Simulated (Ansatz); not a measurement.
Structure relaxation of SiNi₃

Computed with DFT PBE, scalar-relativistic, plane waves, PAW (Ansatz). Cutoff 420 eV, Γ-centred k mesh, Gaussian smearing, no spin polarisation in the final step.

The start is a database structure of SiNi₃, space group Pm-3m (No. 221).

```
CELL_PARAMETERS angstrom
3.55110 0.00000 0.00000
0.00000 3.55110 0.00000
0.00000 0.00000 3.55110
ATOMIC_POSITIONS crystal
Si 0.00000 0.00000 0.00000
Ni 0.00000 0.50000 0.50000
Ni 0.50000 0.00000 0.50000
Ni 0.50000 0.50000 0.00000
```

Steps on the 6×6×6 mesh (4 atoms). 4 of 4 steps are shown, and the free energy counts from the last. Trial steps that were taken back and renewals of the plane-wave basis can be among the rows.

```json
{"step": "1", "ΔF (meV/atom)": "10.0", "V (Å³/atom)": "11.20", "P (GPa)": "-7.39"}
{"step": "2", "ΔF (meV/atom)": "1.9", "V (Å³/atom)": "10.96", "P (GPa)": "-3.47"}
{"step": "3", "ΔF (meV/atom)": "-0.2", "V (Å³/atom)": "10.76", "P (GPa)": "0.27"}
{"step": "4", "ΔF (meV/atom)": "0.0", "V (Å³/atom)": "10.76", "P (GPa)": "0.30"}
```

A final relaxation ran on a 14×14×14 mesh. The relaxed crystal, Pm-3m (No. 221):

```
Si Ni
1.0
     3.50631    0.00000    0.00000
     0.00000    3.50631    0.00000
     0.00000    0.00000    3.50631
Si Ni
1 3
Direct
  0.00000 0.00000 0.00000
  0.00000 0.50000 0.50000
  0.50000 0.00000 0.50000
  0.50000 0.50000 0.00000
```

```json
{"Volume per atom": "10.78 Å³", "Density": "7.86 g/cm³", "Energy over the elements": "-0.46 eV/atom", "Gap on the 14×14×14 mesh": "0 eV (a metal)"}
```

The zero of energy is the elements' standard structures at the same level; no fitted shifts are applied.

The final run used a 14×14×14 mesh on its 4-atom cell and 0.10 eV smearing. The k mesh leaves about 4 meV/atom of noise in metals.

Symmetry constrained the relaxation, so the result can be a saddle point.

Cost: 3 runs of about 1.6 core-minutes in all, on Arm Neoverse N1 (shared hosts).